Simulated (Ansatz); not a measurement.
## S started on a Mg site in rocksalt MgS, 64 atoms, charge +2

All numbers come from Ansatz (PAW, plane waves, no spin–orbit coupling) at the single k point (¼, ¼, ¼) without its symmetry partners. The atoms were relaxed with PBEsol in a fixed cell; other functionals are single points on those atoms unless said otherwise. The valence top and gap of the host come from its small cell on a dense mesh, with the band extrema sought between the mesh points, lined up by the mean potential, PBEsol gap 2.73 eV, HSE06 gap 3.83 eV. The charge correction uses an assumed dielectric constant of 10.

Cell: a = 10.364 Å, b = 10.364 Å, c = 10.364 Å, α = 90.00°, β = 90.00°, γ = 90.00°.

Nearest atoms after relaxation, from the placed atom (for vacancies from the middle of the vacant sites): S at 2.25 Å, S at 2.27 Å, S at 2.27 Å, S at 2.56 Å, S at 2.56 Å, S at 2.58 Å, Mg at 3.59 Å, Mg at 3.59 Å.

Chemical potentials μ are those of reference phases of the elements at zero temperature by the same functional (the usual solids, diamond for C, grey Sn, and the molecules H2, N2, O2, F2, Cl2, Br2 and S8).

| functional | E(defect) − E(host) − Σ nμ + q·E_VBM (eV) | monopole (eV) | alignment (eV) | formation energy at E_F = VBM (eV) | moment (μB) | wall time, shared host |
| --- | --- | --- | --- | --- | --- | --- |
| PBEsol | 3.25 | 0.79 | 0.03 | 4.07 | 0 (no spin) | 8 s on NVIDIA GB200 (relaxation) |

Question: Estimate the formation energy and moment that HSE06 gives on these atoms.

Answer: 4.15 eV at E_F = VBM (3.31 eV before the monopole term 0.79 eV and the alignment 0.05 eV), moment 0 (no spin).

Question: How does the monopole term follow by hand for this cubic cell?

Answer: q²·α·e²/(4πε₀)/(2εL) with the Madelung constant α = 2.837 and e²/4πε₀ = 14.40 eV·Å: 4 × 2.837 × 14.40 / (2 × 10 × 10.364) = 0.79 eV.

HSE06 one-electron levels near the gap (the ten most localised at most), from the host's valence top, not corrected for the charge's images:

```tsv
level (eV)	spin	filling	atoms sharing it	element of the atom with most weight
-0.15	both	2.00	37.0	spread
-0.15	both	2.00	37.1	spread
2.57	both	0.00	7.3	S
2.75	both	0.00	5.5	S
2.77	both	0.00	6.4	S
```

All elements are taken at their own reference at once; growth conditions in equilibrium with the host shift these energies, by up to the host's formation enthalpy.

One k point and a cell of this size can leave errors of several tenths of an eV in such numbers.
